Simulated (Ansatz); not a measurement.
The slice is one period of a {100} plane through atoms; its size isn't given.

Level of theory: PBE (plane waves to 420 eV, PAW, scalar-relativistic; Ansatz, an electronic-structure program). Near the nuclei the fields are pseudised (PAW); where an atom keeps semicore shells as valence, they peak there.

```
|999999887766554433333333333333333344556677889999|
|999988887766554433333333333333333344556677888899|
|888888776655443333332222222222333333445566778888|
|777777665555443333222222222222223333445555667777|
|666666555544333322222222222222222233334455556666|
|555555444433332222111111111111112222333344445555|
|444444333333222211111111111111111122223333334444|
|333333333322221111111100000011111111222233333333|
|333333332222111111000000000000001111112222333333|
|333333222222111111000000000000001111112222223333|
|333333222222111100000000000000000011112222223333|
|333333222222111100000000000000000011112222223333|
|333333222222111100000000000000000011112222223333|
|333333222222111111000000000000001111112222223333|
|333333332222111111000000000000001111112222333333|
|333333333322221111111100000011111111222233333333|
|444444333333222211111111111111111122223333334444|
|555555444433332222111111111111112222333344445555|
|666666555544333322222222222222222233334455556666|
|777777665555443333222222222222223333445555667777|
|888888776655443333332222222222333333445566778888|
|999988887766554433333333333333333344556677888899|
|999999887766554433333333333333333344556677889999|
|999999887766554433333333333333333344556677889999|
```
Scale: ten equal steps from -1.64 (start of '0') to 1.12 (end of '9'), in the order '0123456789'. Values: log₁₀ of the valence density in e/Å³. The map has 24 points along u (two characters each, u = 0 at the left) and 24 along v (v = 0 in the bottom row). The scale is logarithmic, as a density can span decades between atoms and voids.

```
|xxxxxx00335566444455779999997755444466553300xxxx|
|xxxx001144665544445577888888775544445566441100xx|
|000011335566554444556677777766554444556655331100|
|223344556655443344444455555544444433445566554433|
|555566665544333333333333333333333333334455666655|
|666655554433333322222222222222222233333344555566|
|444444443333332222111111111111112222333333444444|
|444444444433222211110000000000111122223344444444|
|555555554433221111000000000000001111223344555555|
|887777664433221100000000000000000011223344667777|
|999988775533221100000000000000000011223355778899|
|999988775533221100000000000000000011223355778899|
|999988775533221100000000000000000011223355778899|
|887777664433221100000000000000000011223344667777|
|555555554433221111000000000000001111223344555555|
|444444444433222211110000000000111122223344444444|
|444444443333332222111111111111112222333333444444|
|666655554433333322222222222222222233333344555566|
|555566665544333333333333333333333333334455666655|
|223344556655443344444455555544444433445566554433|
|000011335566554444556677777766554444556655331100|
|xxxx001144665544445577888888775544445566441100xx|
|xxxxxx00335566444455779999997755444466553300xxxx|
|xxxxxx00225566444455889999998855444466552200xxxx|
```
Scale: ten equal steps from 0.01 (start of '0') to 0.38 (end of '9'), in the order '0123456789'. Values: electron localisation function (ELF). The map has 24 points along u (two characters each, u = 0 at the left) and 24 along v (v = 0 in the bottom row). Points within 0.4 Å of a nucleus are blanked (x), as the pseudised field means little there.

**Question.** Which relaxed crystal do these maps come from?
A) GaAs (zinc blende)
B) InAs (zinc blende)
C) InN (zinc blende)

**Answer.** C, InN (zinc blende). Atoms on the slice: In at (0.00, 0.00)

All were relaxed with their symmetry unable to fall. At this level the bands of InAs touch or barely overlap; measurements give the solid a gap. At this level the bands of InN touch or barely overlap; measurements give the solid a gap.
